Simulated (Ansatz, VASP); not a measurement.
**One calculation of I, two programs**

```
I
1.0
     2.57175   -3.75540    0.00000
     2.57175    3.75540    0.00000
    -1.64220    0.00000    2.41243
I
1
Direct
  0.50000 0.50000 0.50000
```

Change from the starting cell: volume scaled by 1.04.

Alike in both runs: task single point; functional PBE; k mesh 7 × 7 × 11; occupations fermi-dirac, width 0.05 eV; no spin polarisation.

```csv
,VASP,Ansatz
version,VASP 6.6.1,Ansatz 0.2.0
potentials or method,"VASP PAW PBE potentials, release 64 (I), cutoff 520 eV","all-electron LAPW, scalar-relativistic"
```

```tsv
	VASP	Ansatz	Ansatz less VASP
gap on the k mesh at the Fermi level (eV)	none	none	-
pressure (GPa)	0.2	0.3	+0.06
largest component of the traceless stress (GPa)	0.40	0.34	-0.058
```

A gap of «none» marks a metal or a gap that the smearing closes. Ansatz ran all-electron here, so the differences hold the error of VASP's frozen core and of both bases.

Caveats: an odd number of electrons without spin polarisation forces a metal; a magnetic or distorted state may lie lower. Spin-orbit coupling is left out, which matters for the levels of I.
